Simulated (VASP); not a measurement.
# Gd (Im-3m) in VASP: a series of runs

Runs on Gd. Level: PBE. Tasks: band structure.

Program: VASP 6.6.1. These are calculated values, not measurements. Logs are shortened: lines on timing, memory, paths and dates and some standing lists are left out, and cuts for length are marked.

## Step 1: The structure

Symmetry: Im-3m, No. 229, cubic system. Conventional cell: a = 4.050 Å, b = 4.050 Å, c = 4.050 Å, α = 90.00°, β = 90.00°, γ = 90.00°. Around Gd (site symmetry m-3m) lie 8 Gd at 3.51 Å.

This isn't the form of Gd at room conditions, which is hcp.

## Step 2: Band structure, PBE, collinear spin, ferromagnetic start

Input file INCAR:

```
SYSTEM = Gd
PREC = Accurate
ENCUT = 600
EDIFF = 1E-6
ISMEAR = -1
SIGMA = 0.05
LREAL = .FALSE.
LASPH = .TRUE.
NELM = 100
ALGO = Fast
ISIF = 2
LWAVE = .FALSE.
LCHARG = .FALSE.
ISPIN = 2
MAGMOM = 7
LORBIT = 11
LMAXMIX = 6
GGA = PE
```

Input file KPOINTS:

```
Automatic mesh
0
G
  7 7 7
  0 0 0
```

Input file POSCAR:

```
Gd
1.0
   -2.0250000000      2.0250000000      2.0250000000
    2.0250000000     -2.0250000000      2.0250000000
    2.0250000000      2.0250000000     -2.0250000000
Gd
1
Direct
    0.0000000000      0.0000000000      0.0000000000
```

Input file KPOINTS_OPT:

```
path GHNGPH,PN
10
line-mode
reciprocal
 0.0000000000  0.0000000000  0.0000000000  G
 0.5000000000 -0.5000000000  0.5000000000  H

 0.5000000000 -0.5000000000  0.5000000000  H
 0.0000000000  0.0000000000  0.5000000000  N

 0.0000000000  0.0000000000  0.5000000000  N
 0.0000000000  0.0000000000  0.0000000000  G

 0.0000000000  0.0000000000  0.0000000000  G
 0.2500000000  0.2500000000  0.2500000000  P

 0.2500000000  0.2500000000  0.2500000000  P
 0.5000000000 -0.5000000000  0.5000000000  H

 0.2500000000  0.2500000000  0.2500000000  P
 0.0000000000  0.0000000000  0.5000000000  N
```

Potentials or basis: VASP PAW PBE potentials, release 64 (Gd).

On the command line:

```sh
cat potpaw_PBE.64/Gd/POTCAR > POTCAR
mpirun -np 1 vasp_std > vasp.out
```

OUTCAR:

```text
SYSTEM = Gd
   PREC = Accurate
   ENCUT = 600
   EDIFF = 1E-6
   ISMEAR = -1
   LREAL = .FALSE.
   LASPH = .TRUE.
   NELM = 100
   ISIF = 2
   ISPIN = 2
   LORBIT = 11
   GGA = PE

 ion  position               nearest neighbor table
   1  0.000  0.000  0.000-

  LATTYP: Found a body centered cubic cell.
 ALAT       =     4.0500000000

  Lattice vectors:

 A1 = (  -2.0250000000,   2.0250000000,   2.0250000000)
 A2 = (   2.0250000000,  -2.0250000000,   2.0250000000)
 A3 = (   2.0250000000,   2.0250000000,  -2.0250000000)

Analysis of symmetry for initial positions (statically):
=====================================================================
 Subroutine PRICEL returns:
 Original cell was already a primitive cell.

 Routine SETGRP: Setting up the symmetry group for a
 body centered cubic supercell.

 Subroutine GETGRP returns: Found 48 space group operations
 (whereof 48 operations were pure point group operations)
 out of a pool of 48 trial point group operations.

The static configuration has the point symmetry O_h .

Analysis of symmetry for dynamics (positions and initial velocities):
=====================================================================
 Subroutine PRICEL returns:
 Original cell was already a primitive cell.

 Routine SETGRP: Setting up the symmetry group for a
 body centered cubic supercell.

 Subroutine GETGRP returns: Found 48 space group operations
 (whereof 48 operations were pure point group operations)
 out of a pool of 48 trial point group operations.

The dynamic configuration has the point symmetry O_h .

Analysis of structural, dynamic, and magnetic symmetry:
=====================================================================
 Subroutine PRICEL returns:
 Original cell was already a primitive cell.

 Routine SETGRP: Setting up the symmetry group for a
 body centered cubic supercell.

 Subroutine GETGRP returns: Found 48 space group operations
 (whereof 48 operations were pure point group operations)
 out of a pool of 48 trial point group operations.

The overall configuration has the point symmetry O_h .

 Subroutine INISYM returns: Found 48 space group operations
 (whereof 48 operations are pure point group operations),
 and found     1 'primitive' translations

----------------------------------------------------------------------------------------

                                     Primitive cell

  volume of cell :      33.2151

  direct lattice vectors                    reciprocal lattice vectors
    -2.025000000  2.025000000  2.025000000     0.000000000  0.246913580  0.246913580
     2.025000000 -2.025000000  2.025000000     0.246913580  0.000000000  0.246913580
     2.025000000  2.025000000 -2.025000000     0.246913580  0.246913580  0.000000000

  length of vectors
     3.507402885  3.507402885  3.507402885     0.349188534  0.349188534  0.349188534

  position of ions in fractional coordinates (direct lattice)
     0.000000000  0.000000000  0.000000000

  ion indices of the primitive-cell ions
   primitive index   ion index
                 1           1

----------------------------------------------------------------------------------------

 KPOINTS: Automatic mesh

Automatic generation of k-mesh.
 Grid dimensions read from file:
 generate k-points for:    7    7    7

 Generating k-lattice:

  Cartesian coordinates                     Fractional coordinates (reciprocal lattice)
     0.000000000  0.035273369  0.035273369     0.142857143  0.000000000  0.000000000
     0.035273369  0.000000000  0.035273369     0.000000000  0.142857143  0.000000000
     0.035273369  0.035273369  0.000000000     0.000000000  0.000000000  0.142857143

  Length of vectors
     0.049884076  0.049884076  0.049884076

  Shift w.r.t. Gamma in fractional coordinates (k-lattice)
     0.000000000  0.000000000  0.000000000

 Subroutine IBZKPT returns following result:
 ===========================================

 Found     20 irreducible k-points:

 Following reciprocal coordinates:
            Coordinates               Weight
  0.000000  0.000000  0.000000      1.000000
  0.142857  0.000000  0.000000     12.000000
  0.285714  0.000000  0.000000     12.000000
  0.428571  0.000000  0.000000     12.000000
  0.142857  0.142857  0.000000     24.000000
  0.285714  0.142857 -0.000000     48.000000
[... 12 lines left out ...]
 -0.428571 -0.428571  0.285714      8.000000
 -0.428571  0.428571  0.428571      6.000000
   k-points           NKPTS =     20   k-points in BZ     NKDIM =     20   number of bands    NBANDS=     17
   number of dos      NEDOS =    301   number of ions     NIONS =      1
   total plane-waves  NPLWV =  21952
   dimension x,y,z NGX =    28 NGY =   28 NGZ =   28
   dimension x,y,z NGXF=    56 NGYF=   56 NGZF=   56
   ions per type =               1
   NGX,Y,Z   is equivalent  to a cutoff of  13.27, 13.27, 13.27 a.u.
   NGXF,Y,Z  is equivalent  to a cutoff of  26.54, 26.54, 26.54 a.u.
 SYSTEM =  Gd
   PREC   = accura    normal or accurate (medium, high low for compatibility)
   ISTART =      0    job   : 0-new  1-cont  2-samecut
   ICHARG =      2    charge: 1-file 2-atom 10-const
   ISPIN  =      2    spin polarized calculation?
   LNONCOLLINEAR =      F non collinear calculations
   LSORBIT =      F    spin-orbit coupling
   LASPH  =      T    aspherical Exc in radial PAW
   ENCUT  =  600.0 eV  44.10 Ry    6.64 a.u.   7.01  7.01  7.01*2*pi/ulx,y,z
   NELM   =    100;   NELMIN=  2; NELMDL= -5     # of ELM steps
   EDIFF  = 0.1E-05   stopping-criterion for ELM
   LREAL  =      F    real-space projection
   EDIFFG = 0.1E-04   stopping-criterion for IOM
   NSW    =      0    number of steps for IOM
   IBRION =     -1    ionic relax: 0-MD 1-quasi-New 2-CG
   NFREE  =      0    steps in history (QN), initial steepest desc. (CG)
   ISIF   =      2    stress and relaxation
   ISYM   =      2    0-nonsym 1-usesym 2-fastsym
   POTIM  = 0.5000    time-step for ionic-motion
   TEBEG  =    0.0;   TEEND  =   0.0 temperature during run
   PSTRESS=    0.0 pullay stress
   NELECT =      18.0000    total number of electrons
   NUPDOWN=      -1.0000    fix difference up-down
   EMIN   =  10.00;   EMAX   =-10.00  energy-range for DOS
   EFERMI =   0.00;   METHOD = LEGACY
   ISMEAR =    -1;   SIGMA  =   0.05  broadening in eV -4-tet -1-fermi 0-gaus
   EFERMI_NEDOS =   21; number of points for ismear=-14 and -15
   IALGO  =     68    algorithm
   IMIX   =      4    mixing-type and parameters
     AMIX     =   0.40;   BMIX     =  1.00
     AMIX_MAG =   1.60;   BMIX_MAG =  1.00
  volume/ion in A,a.u.               =      33.22       224.15
  Fermi-wavevector in a.u.,A,eV,Ry     =   1.334711  2.522238 24.238153  1.781454
  Thomas-Fermi vector in A             =   2.463472
   LORBIT       =     11    0 simple, 1 ext, 2 COOP (PROOUT), +10 PAW based schemes
   GGA     = PE    functional components
   LHFCALC =     F    Hartree Fock is set to
   AEXX    =    0.0000 exact exchange contribution
   IVDW    =     0    specifies the selected vdW correction
   LEPSILON=     F    determine dielectric tensor
   LRPA    =     F    only Hartree local field effects (RPA)
 spin polarized calculation
 RMM-DIIS sequential band-by-band and
  energy-cutoff  :      600.00
  volume of cell :       33.22
 maximum number of plane-waves:      1124
   NGX = 13   NGY = 13   NGZ = 13

 number of electron      18.0000009 magnetization       7.6345070

 Free energy of the ion-electron system (eV)
  ---------------------------------------------------
  ext. energy  EPLUGINS =         0.00000000
  ---------------------------------------------------
  free energy    TOTEN  =       -11.62278975 eV

  energy without entropy =      -11.60711003  energy(sigma->0) =      -11.61494989

 E-fermi :   2.9849     XC(G=0):  -9.9576

 val. band max:        2.9026145963   @ k =  -0.2857   0.4286   0.1429
 cond. band min:       2.9869487671   @ k =   0.2857   0.1429   0.1429
 fundamental gap:      0.0843341707
 Fermi energy:         2.9849014425

 spin component 1

 k-point     1 :       0.0000    0.0000    0.0000
  band No.  band energies     occupation
      1     -42.3577      1.00000
      2     -19.3797      1.00000
      3     -19.3797      1.00000
      4     -19.3797      1.00000
      5      -2.1159      1.00000
      6      -1.9775      1.00000
[... 9 lines left out ...]
     16       6.4859      0.00000
     17       6.4859      0.00000

 k-point     2 :       0.1429    0.0000    0.0000
  band No.  band energies     occupation
      1     -42.3453      1.00000
      2     -19.5174      1.00000
      3     -19.4228      1.00000
      4     -19.3803      1.00000
      5      -1.9710      1.00000
      6      -1.9640      1.00000
[... 9 lines left out ...]
     16       6.0623      0.00000
     17       6.5033      0.00000
[... 328 lines left out ...]
      6      -1.9287      1.00000
[... 9 lines left out ...]
     16       7.1192      0.00000
     17      10.4422      0.00000

 k-point    20 :      -0.4286    0.4286    0.4286
  band No.  band energies     occupation
      1     -42.2472      1.00000
      2     -19.8617      1.00000
      3     -19.8374      1.00000
      4     -19.8374      1.00000
      5      -2.0031      1.00000
      6      -1.9321      1.00000
[... 9 lines left out ...]
     16       8.0184      0.00000
     17       8.1034      0.00000
 Fermi energy:         2.9849014425

 spin component 2

 k-point     1 :       0.0000    0.0000    0.0000
  band No.  band energies     occupation
      1     -39.1084      1.00000
      2     -16.9719      1.00000
      3     -16.9719      1.00000
      4     -16.9719      1.00000
      5      -1.2251      1.00000
      6       3.3197      0.00123
[... 9 lines left out ...]
     16       7.5461      0.00000
     17       7.5461      0.00000

 k-point     2 :       0.1429    0.0000    0.0000
  band No.  band energies     occupation
      1     -39.0930      1.00000
      2     -17.1402      1.00000
      3     -17.0227      1.00000
      4     -16.9733      1.00000
      5      -0.6388      1.00000
      6       3.2898      0.00224
[... 9 lines left out ...]
     16       7.1553      0.00000
     17       7.5990      0.00000
[... 341 lines left out ...]
 k-point    20 :      -0.4286    0.4286    0.4286
  band No.  band energies     occupation
      1     -38.9711      1.00000
      2     -17.5430      1.00000
      3     -17.5114      1.00000
      4     -17.5114      1.00000
      5       1.9660      1.00000
      6       2.0366      1.00000
[... 9 lines left out ...]
     16       9.2838      0.00000
     17       9.5556      0.00000

------------------------ aborting loop because EDIFF is reached ----------------------------------------

  FORCE on cell =-STRESS in cart. coord.  units (eV):
  Direction    XX          YY          ZZ          XY          YZ          ZX
  --------------------------------------------------------------------------------------
  -------------------------------------------------------------------------------------
  Total        0.1972905      0.1972905      0.1972905     -0.0000000     -0.0000000      0.0000000
  in kB        9.5165987      9.5165987      9.5165987     -0.0000000     -0.0000000      0.0000000
  external PRESSURE =       9.5165987 kB  Pullay stress =       0.0000000 kB

 VOLUME and BASIS-vectors are now :
 -----------------------------------------------------------------------------
  energy-cutoff  :      600.00
  volume of cell :       33.22
      direct lattice vectors                 reciprocal lattice vectors
    -2.025000000  2.025000000  2.025000000     0.000000000  0.246913580  0.246913580
     2.025000000 -2.025000000  2.025000000     0.246913580  0.000000000  0.246913580
     2.025000000  2.025000000 -2.025000000     0.246913580  0.246913580  0.000000000

 POSITION                                       TOTAL-FORCE (eV/Angst)
 -----------------------------------------------------------------------------------
      0.00000      0.00000      0.00000         0.000000      0.000000     -0.000000
 -----------------------------------------------------------------------------------
    total drift:                               -0.000000     -0.000000     -0.000000

  FREE ENERGIE OF THE ION-ELECTRON SYSTEM (eV)
  ---------------------------------------------------
  free  energy   TOTEN  =       -11.6227897451 eV

  energy  without entropy=      -11.6071100346  energy(sigma->0) =      -11.61494989

 total charge

# of ion       s       p       d       f       tot
--------------------------------------------------
    1        2.071   5.561   0.586   6.980  15.199

 magnetization (x)

# of ion       s       p       d       f       tot
--------------------------------------------------
    1        0.001  -0.056   0.240   6.821   7.007
```

Run time: 2.1 min. Hardware: 1 thread of Intel Xeon 6975P-C (Granite Rapids), shared host; peak memory 0.21 GiB.

What came out:

- Free energy: -11.6228 eV
- Pressure: 1.0 GPa
- Band gap along the path: none (metal or under the smearing width)
- Net moment: 7.63 μB per cell
- Site moments: Gd +7.01 μB
- Valence electrons inside the program's atomic spheres: Gd 15.20

Levels at the corners of the path, in eV from the Fermi level:
Spin up:
```
point  band 11  band 12  band 13  band 14  band 15  band 16
    Γ    -4.84    -4.81     1.26     1.26     1.26     3.50
    H    -4.82    -1.93    -1.93     5.43     5.44     5.45
    H    -4.82    -1.93    -1.93     5.43     5.43     5.44
    N    -4.83    -2.45    -0.33     1.05     3.39     4.16
    N    -4.83    -2.45    -0.33     1.05     3.39     4.16
    Γ    -4.84    -4.81     1.26     1.26     1.26     3.50
    Γ    -4.84    -4.81     1.26     1.26     1.26     3.50
    P    -4.87    -0.38    -0.38    -0.38     4.29     4.29
    P    -4.87    -0.38    -0.38    -0.38     4.29     4.29
    H    -4.82    -1.93    -1.93     5.43     5.43     5.50
    P    -4.87    -0.38    -0.38    -0.38     4.29     4.29
    N    -4.83    -2.45    -0.33     1.05     3.39     4.16
```
Spin down:
| point | band 3 | band 4 | band 5 | band 6 | band 7 | band 8 |
| --- | --- | --- | --- | --- | --- | --- |
| Γ | -19.96 | -19.96 | -4.21 | 0.33 | 0.33 | 0.33 |
| H | -20.53 | -20.53 | -1.15 | -1.15 | 0.40 | 0.46 |
| H | -20.53 | -20.53 | -1.15 | -1.15 | 0.40 | 0.46 |
| N | -20.22 | -19.96 | -1.54 | 0.34 | 0.39 | 0.47 |
| N | -20.22 | -19.96 | -1.54 | 0.34 | 0.39 | 0.47 |
| Γ | -19.96 | -19.96 | -4.21 | 0.33 | 0.33 | 0.33 |
| Γ | -19.96 | -19.96 | -4.21 | 0.33 | 0.33 | 0.33 |
| P | -20.38 | -20.38 | 0.42 | 0.42 | 0.42 | 0.46 |
| P | -20.38 | -20.38 | 0.42 | 0.42 | 0.42 | 0.46 |
| H | -20.53 | -20.53 | -1.15 | -1.15 | 0.40 | 0.46 |
| P | -20.38 | -20.38 | 0.42 | 0.42 | 0.42 | 0.46 |
| N | -20.22 | -19.96 | -1.54 | 0.34 | 0.39 | 0.47 |

Caveat: spin-orbit coupling is left out, which moves the levels of the heavy elements. The state reached can hang on the start; a lower one may exist.

(Part 1 of 2 ends here.)
